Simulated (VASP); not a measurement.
# MnS (Fm-3m) in VASP: further runs

Runs on MnS. Level: PBE. Tasks: relaxation of cell and atoms.

All numbers are computed with VASP 6.6.1; they aren't measurements. Logs are shortened: lines on timing, memory, paths and dates and some standing lists are left out, and cuts for length are marked.

## (1) The crystal as given

The structure is cubic, space group Fm-3m (No. 225). Conventional cell: a = 4.703 Å, b = 4.703 Å, c = 4.703 Å, α = 90.00°, β = 90.00°, γ = 90.00°. Around Mn (site symmetry m-3m) lie 6 S at 2.35 Å. S (site symmetry m-3m) has 6 Mn at 2.35 Å as nearest neighbours.

## (2) Relaxation of cell and atoms, PBE, collinear spin, ferromagnetic start, target pressure 20 GPa, at which the enthalpy is minimised

The input, INCAR:

```
ALGO = Normal ; EDIFF = 1E-7
EDIFFG = -0.002 ; ENCUT = 700
GGA = PE ; IBRION = 2
ISIF = 3 ; ISMEAR = 0
ISPIN = 2 ; LASPH = T
LCHARG = F ; LMAXMIX = 4
LORBIT = 11 ; LREAL = F
LWAVE = F ; MAGMOM = 5 0
NELM = 100 ; NSW = 80
PREC = Accurate ; PSTRESS = 200.0
SIGMA = 0.1
```

The input, KPOINTS:

```
k-points
0
Gamma
  14 14 14
```

The input, POSCAR:

```
MnS                                     
1.0
   -0.0000000000      2.3513866506      2.3513866506
    2.3513866506     -0.0000000000      2.3513866506
    2.3513866506      2.3513866506      0.0000000000
  Mn              S             
     1     1
Direct
     1.0000000000000000    1.0000000000000000    0.0000000000000000
     0.5000000000000000    0.5000000000000000    0.5000000000000000
```

Potentials or basis: VASP PAW PBE potentials, release 64 (Mn_pv, S).

Run with:

```sh
cat potpaw_PBE.64/Mn_pv/POTCAR potpaw_PBE.64/S/POTCAR > POTCAR
mpirun -np 1 vasp_std > vasp.out
```

OUTCAR:

```text
EDIFF = 1E-7
   EDIFFG = -0.002
   ENCUT = 700
   GGA = PE
   IBRION = 2
   ISIF = 3
   ISMEAR = 0
   ISPIN = 2
   LASPH = T
   LORBIT = 11
   LREAL = F
   NELM = 100
   NSW = 80
   PREC = Accurate
   PSTRESS = 200.0

 ion  position               nearest neighbor table
   1  0.000  0.000  0.000-   2 2.35   2 2.35   2 2.35   2 2.35   2 2.35   2 2.35
   2  0.500  0.500  0.500-   1 2.35   1 2.35   1 2.35   1 2.35   1 2.35   1 2.35

  LATTYP: Found a face centered cubic cell.
 ALAT       =     4.7027733012

  Lattice vectors:

 A1 = (   0.0000000000,   2.3513866506,   2.3513866506)
 A2 = (   2.3513866506,   0.0000000000,   2.3513866506)
 A3 = (   2.3513866506,   2.3513866506,   0.0000000000)

Analysis of symmetry for initial positions (statically):
=====================================================================
 Subroutine PRICEL returns:
 Original cell was already a primitive cell.

 Routine SETGRP: Setting up the symmetry group for a
 face centered cubic supercell.

 Subroutine GETGRP returns: Found 48 space group operations
 (whereof 48 operations were pure point group operations)
 out of a pool of 48 trial point group operations.

The static configuration has the point symmetry O_h .

Analysis of symmetry for dynamics (positions and initial velocities):
=====================================================================
 Subroutine PRICEL returns:
 Original cell was already a primitive cell.

 Routine SETGRP: Setting up the symmetry group for a
 face centered cubic supercell.

 Subroutine GETGRP returns: Found 48 space group operations
 (whereof 48 operations were pure point group operations)
 out of a pool of 48 trial point group operations.

The dynamic configuration has the point symmetry O_h .

Analysis of structural, dynamic, and magnetic symmetry:
=====================================================================
 Subroutine PRICEL returns:
 Original cell was already a primitive cell.

 Routine SETGRP: Setting up the symmetry group for a
 face centered cubic supercell.

 Subroutine GETGRP returns: Found 48 space group operations
 (whereof 48 operations were pure point group operations)
 out of a pool of 48 trial point group operations.

The overall configuration has the point symmetry O_h .

 Subroutine INISYM returns: Found 48 space group operations
 (whereof 48 operations are pure point group operations),
 and found     1 'primitive' translations

----------------------------------------------------------------------------------------

                                     Primitive cell

  volume of cell :      26.0017

  direct lattice vectors                    reciprocal lattice vectors
     0.000000000  2.351386651  2.351386651    -0.212640486  0.212640486  0.212640486
     2.351386651  0.000000000  2.351386651     0.212640486 -0.212640486  0.212640486
     2.351386651  2.351386651  0.000000000     0.212640486  0.212640486 -0.212640486

  length of vectors
     3.325362892  3.325362892  3.325362892     0.368304125  0.368304125  0.368304125

  position of ions in fractional coordinates (direct lattice)
     0.000000000  0.000000000  0.000000000
     0.500000000  0.500000000  0.500000000

  ion indices of the primitive-cell ions
   primitive index   ion index
                 1           1
                 2           2

----------------------------------------------------------------------------------------

 KPOINTS: k-points

Automatic generation of k-mesh.
 Grid dimensions read from file:
 generate k-points for:   14   14   14

 Generating k-lattice:

  Cartesian coordinates                     Fractional coordinates (reciprocal lattice)
    -0.015188606  0.015188606  0.015188606     0.071428571  0.000000000  0.000000000
     0.015188606 -0.015188606  0.015188606     0.000000000  0.071428571  0.000000000
     0.015188606  0.015188606 -0.015188606     0.000000000  0.000000000  0.071428571

  Length of vectors
     0.026307438  0.026307438  0.026307438

  Shift w.r.t. Gamma in fractional coordinates (k-lattice)
     0.000000000  0.000000000  0.000000000

 Subroutine IBZKPT returns following result:
 ===========================================

 Found    104 irreducible k-points:

 Following reciprocal coordinates:
            Coordinates               Weight
  0.000000  0.000000  0.000000      1.000000
  0.071429  0.000000  0.000000      8.000000
  0.142857  0.000000  0.000000      8.000000
  0.214286  0.000000  0.000000      8.000000
  0.285714  0.000000  0.000000      8.000000
  0.357143  0.000000  0.000000      8.000000
[... 16 lines left out ...]
  0.214286  0.142857  0.000000     24.000000
  0.285714  0.142857  0.000000     24.000000
 [... further k-points ...]
   k-points           NKPTS =    104   k-points in BZ     NKDIM =    104   number of bands    NBANDS=     16
   number of dos      NEDOS =    301   number of ions     NIONS =      2
   total plane-waves  NPLWV =  27000
   dimension x,y,z NGX =    30 NGY =   30 NGZ =   30
   dimension x,y,z NGXF=    60 NGYF=   60 NGZF=   60
   ions per type =               1   1
   NGX,Y,Z   is equivalent  to a cutoff of  15.00, 15.00, 15.00 a.u.
   NGXF,Y,Z  is equivalent  to a cutoff of  30.00, 30.00, 30.00 a.u.
 SYSTEM =  unknown system
   PREC   = accura    normal or accurate (medium, high low for compatibility)
   ISTART =      0    job   : 0-new  1-cont  2-samecut
   ICHARG =      2    charge: 1-file 2-atom 10-const
   ISPIN  =      2    spin polarized calculation?
   LNONCOLLINEAR =      F non collinear calculations
   LSORBIT =      F    spin-orbit coupling
   LASPH  =      T    aspherical Exc in radial PAW
   ENCUT  =  700.0 eV  51.45 Ry    7.17 a.u.   7.17  7.17  7.17*2*pi/ulx,y,z
   NELM   =    100;   NELMIN=  2; NELMDL= -5     # of ELM steps
   EDIFF  = 0.1E-06   stopping-criterion for ELM
   LREAL  =      F    real-space projection
   EDIFFG = -.2E-02   stopping-criterion for IOM
   NSW    =     80    number of steps for IOM
   IBRION =      2    ionic relax: 0-MD 1-quasi-New 2-CG
   NFREE  =      1    steps in history (QN), initial steepest desc. (CG)
   ISIF   =      3    stress and relaxation
   ISYM   =      2    0-nonsym 1-usesym 2-fastsym
   POTIM  = 0.5000    time-step for ionic-motion
   TEBEG  =    0.0;   TEEND  =   0.0 temperature during run
   PSTRESS=  200.0 pullay stress
   NELECT =      19.0000    total number of electrons
   NUPDOWN=      -1.0000    fix difference up-down
   EMIN   =  10.00;   EMAX   =-10.00  energy-range for DOS
   EFERMI =   0.00;   METHOD = LEGACY
   ISMEAR =     0;   SIGMA  =   0.10  broadening in eV -4-tet -1-fermi 0-gaus
   EFERMI_NEDOS =   21; number of points for ismear=-14 and -15
   IALGO  =     38    algorithm
   IMIX   =      4    mixing-type and parameters
     AMIX     =   0.40;   BMIX     =  1.00
     AMIX_MAG =   1.60;   BMIX_MAG =  1.00
  volume/ion in A,a.u.               =      13.00        87.73
  Fermi-wavevector in a.u.,A,eV,Ry     =   1.474547  2.786490 29.583000  2.174289
  Thomas-Fermi vector in A             =   2.589305
   LORBIT       =     11    0 simple, 1 ext, 2 COOP (PROOUT), +10 PAW based schemes
   GGA     = PE    functional components
   LHFCALC =     F    Hartree Fock is set to
   AEXX    =    0.0000 exact exchange contribution
   IVDW    =     0    specifies the selected vdW correction
   LEPSILON=     F    determine dielectric tensor
   LRPA    =     F    only Hartree local field effects (RPA)
 conjugate gradient relaxation of ions
 spin polarized calculation
 Gauss-broadening in eV      SIGMA  =   0.10
  energy-cutoff  :      700.00
  volume of cell :       26.00
 maximum number of plane-waves:      1113
 NGX is ok and might be reduce to    30
   NGX = 15   NGY = 15   NGZ = 15

 number of electron      19.0000006 magnetization       3.4581913

 Free energy of the ion-electron system (eV)
  ---------------------------------------------------
  ext. energy  EPLUGINS =         0.00000000
  ---------------------------------------------------
  free energy    TOTEN  =       -13.71085832 eV

  energy without entropy =      -13.70414411  energy(sigma->0) =      -13.70750122

 E-fermi :  10.3512     XC(G=0): -12.2568

 val. band max:       10.3508853163   @ k =   0.2857   0.1429   0.0000
 cond. band min:      10.3593449369   @ k =  -0.3571   0.1429   0.0000
 fundamental gap:      0.0084596206
 Fermi energy:        10.3512407357

 spin component 1

 k-point     1 :       0.0000    0.0000    0.0000
  band No.  band energies     occupation
      1     -39.6860      1.00000
      2     -39.6860      1.00000
      3     -39.6860      1.00000
      4      -6.4516      1.00000
      5       6.9455      1.00000
      6       6.9455      1.00000
[... 8 lines left out ...]
     15      19.9799      0.00000
     16      19.9799      0.00000
[... 419 lines left out ...]
 k-point    24 :       0.2857    0.1429    0.0000
  band No.  band energies     occupation
      1     -39.7046      1.00000
      2     -39.6913      1.00000
      3     -39.6907      1.00000
      4      -5.4006      1.00000
      5       3.8684      1.00000
      6       5.3011      1.00000
[... 8 lines left out ...]
     15      18.6147      0.00000
     16      19.5567      0.00000

 [... further k-points ...]

 spin component 2

 k-point     1 :       0.0000    0.0000    0.0000
  band No.  band energies     occupation
      1     -36.2768      1.00000
      2     -36.2768      1.00000
      3     -36.2768      1.00000
      4      -6.2233      1.00000
      5       8.4678      1.00000
      6       8.4678      1.00000
[... 8 lines left out ...]
     15      20.9523      0.00000
     16      20.9523      0.00000
[... 419 lines left out ...]
 k-point    24 :       0.2857    0.1429    0.0000
  band No.  band energies     occupation
      1     -36.2998      1.00000
      2     -36.2832      1.00000
      3     -36.2825      1.00000
      4      -5.1895      1.00000
      5       4.5458      1.00000
      6       6.2652      1.00000
[... 8 lines left out ...]
     15      19.4179      0.00000
     16      20.1632      0.00000

 [... further k-points ...]

------------------------ aborting loop because EDIFF is reached ----------------------------------------

  FORCE on cell =-STRESS in cart. coord.  units (eV):
  Direction    XX          YY          ZZ          XY          YZ          ZX
  --------------------------------------------------------------------------------------
  -------------------------------------------------------------------------------------
  Total        3.2496701      3.2496701      3.2496701     -0.0000000     -0.0000000     -0.0000000
  in kB      200.2385616    200.2385616    200.2385616     -0.0000000     -0.0000000     -0.0000000
  external PRESSURE =       0.2385616 kB  Pullay stress =     200.0000000 kB

 VOLUME and BASIS-vectors are now :
 -----------------------------------------------------------------------------
  energy-cutoff  :      700.00
  volume of cell :       26.00
      direct lattice vectors                 reciprocal lattice vectors
     0.000000000  2.351386651  2.351386651    -0.212640486  0.212640486  0.212640486
     2.351386651  0.000000000  2.351386651     0.212640486 -0.212640486  0.212640486
     2.351386651  2.351386651  0.000000000     0.212640486  0.212640486 -0.212640486

 POSITION                                       TOTAL-FORCE (eV/Angst)
 -----------------------------------------------------------------------------------
      0.00000      0.00000      0.00000         0.000000      0.000000      0.000000
      2.35139      2.35139      2.35139        -0.000000     -0.000000      0.000000
 -----------------------------------------------------------------------------------
    total drift:                               -0.000000      0.000000      0.000000

  FREE ENERGIE OF THE ION-ELECTRON SYSTEM (eV)
  ---------------------------------------------------
  free  energy   TOTEN  =       -13.7108583249 eV

  energy  without entropy=      -13.7041441100  energy(sigma->0) =      -13.70750122

  enthalpy is  TOTEN    =       -10.4650598359 eV   P V=        3.2457984890

 reached required accuracy - stopping structural energy minimisation

 total charge

# of ion       s       p       d       tot
------------------------------------------
    1        0.284   6.274   5.166  11.724
    2        1.325   2.460   0.000   3.785
--------------------------------------------------
tot          1.609   8.734   5.166  15.509

 magnetization (x)

# of ion       s       p       d       tot
------------------------------------------
    1        0.056   0.043   3.151   3.250
    2        0.020   0.023   0.000   0.043
--------------------------------------------------
tot          0.076   0.066   3.151   3.292
```

Wall time 1.9 min (1 thread of Intel Xeon Platinum 8488C (Sapphire Rapids), shared host); peak memory 0.25 GiB.

What came out:

| Item | Value |
| --- | --- |
| Free energy | -13.7109 eV |
| Pressure after relaxing | 20.0 GPa |
| Band gap on the k mesh | none (metal or under the smearing width) |
| Net moment | 3.46 μB per cell |
| Site moments | Mn +3.25; S +0.04 μB |
| Valence electrons inside the program's atomic spheres | Mn 11.72; S 3.79 |

Final structure:
```yaml
crystal:
  lattice:
    - [0.00000, 2.35139, 2.35139]
    - [2.35139, 0.00000, 2.35139]
    - [2.35139, 2.35139, 0.00000]
  atoms:
    - { symbol: Mn, position: [0.00000, 0.00000, 0.00000] }
    - { symbol: S, position: [0.50000, 0.50000, 0.50000] }
```

Caveat: the relaxation stopped at its first step, so nothing moved; the cell is relaxed towards a set pressure, so the enthalpy falls and the energy may rise; a cell with one magnetic atom can't hold antiferromagnetic order, which such compounds often take; semilocal functionals often make such compounds metallic where correlation or magnetic order opens a gap, which also shifts bond lengths. With open d or f shells a metallic result of PBE can be an artefact of self-interaction; +U or a hybrid may open a gap.

## (3) Relaxation of cell and atoms, PBE, collinear spin, ferromagnetic start, target pressure 12 GPa, at which the enthalpy is minimised

Edit INCAR of step 2 so:

```diff
@@ -9,3 +9,3 @@
 NELM = 100 ; NSW = 80
-PREC = Accurate ; PSTRESS = 200.0
+PREC = Accurate ; PSTRESS = 120.0
 SIGMA = 0.1
```

KPOINTS is that of step 2.

The input, POSCAR:

```
MnS                                     
1.0
    0.0000000000      2.3513866506      2.3513866506
    2.3513866506      0.0000000000      2.3513866506
    2.3513866506      2.3513866506      0.0000000000
  Mn              S             
     1     1
Direct
     0.0000000000000000    0.0000000000000000    0.0000000000000000
     0.5000000000000000    0.5000000000000000    0.5000000000000000
```

Potentials or basis: VASP PAW PBE potentials, release 64 (Mn_pv, S).

Run with:

```sh
cat potpaw_PBE.64/Mn_pv/POTCAR potpaw_PBE.64/S/POTCAR > POTCAR
mpirun -np 1 vasp_std > vasp.out
```

It took 7.8 min on 1 thread of Intel Xeon Platinum 8488C (Sapphire Rapids), shared host; peak memory 0.26 GiB.

The run converged. Its results:

| Item | Value |
| --- | --- |
| Free energy | -13.9203 eV |
| Relaxed volume | 14.07 Å³/atom |
| Relaxed cell | a = 3.414 Å, b = 3.414 Å, c = 3.414 Å, α = 60.00°, β = 60.00°, γ = 60.00° |
| Space group after relaxing (to 0.05 Å) | Fm-3m (No. 225) |
| Energy change on relaxing (the enthalpy is what falls) | -104.7 meV/atom |
| Ionic steps | 7 |
| Pressure after relaxing | 12.0 GPa |
| Band gap on the k mesh | none (metal or under the smearing width) |
| Net moment | 3.88 μB per cell |
| Site moments | Mn +3.61; S +0.05 μB |
| Valence electrons inside the program's atomic spheres | Mn 11.59; S 3.77 |

The path:
```csv
step,energy change (eV),largest force (eV/Å),pressure (GPa),volume (Å³)
1,0.0000,0.0000,20.02,26.00
2,-0.2369,0.0000,10.39,28.53
3,-0.2034,0.0000,12.31,28.06
4,-0.2092,0.0000,12.03,28.13
5,-0.2124,0.0000,11.85,28.18
6,-0.2085,0.0000,12.05,28.12
7,-0.2094,0.0000,12.01,28.14
```

Final structure:
```yaml
crystal:
  lattice:
    - [0.00000, 2.41405, 2.41405]
    - [2.41405, 0.00000, 2.41405]
    - [2.41405, 2.41405, 0.00000]
  atoms:
    - { symbol: Mn, position: [0.00000, 0.00000, 0.00000] }
    - { symbol: S, position: [0.50000, 0.50000, 0.50000] }
```

Levels at points of the mesh, in eV from the Fermi level:
Spin up:
```
           k point  band 8  band 9  band 10  band 11  band 12  band 13  band 14  band 15  band 16
(0.00, 0.00, 0.00)   -3.24   -3.24    -2.07    -2.07    -2.07     3.83     9.27     9.27     9.27
(0.50, 0.00, 0.00)   -2.49   -2.49    -1.98     1.49     1.49     3.06     5.68     5.68    11.69
(0.50, 0.50, 0.00)   -4.15   -2.82    -2.27    -2.27    -1.46     1.61     6.01    12.38    14.59
```
Spin down:
```
           k point  band 6  band 7  band 8  band 9  band 10  band 11
(0.00, 0.00, 0.00)   -1.90   -1.90   -0.45   -0.45    -0.45    -0.32
(0.50, 0.00, 0.00)   -4.40   -4.40    1.00    1.00     1.33     3.39
(0.50, 0.50, 0.00)   -3.89   -3.89   -2.02    0.29     1.34     1.34
```

Caveat: the cell is relaxed towards a set pressure, so the enthalpy falls and the energy may rise; a cell with one magnetic atom can't hold antiferromagnetic order, which such compounds often take; semilocal functionals often make such compounds metallic where correlation or magnetic order opens a gap, which also shifts bond lengths.
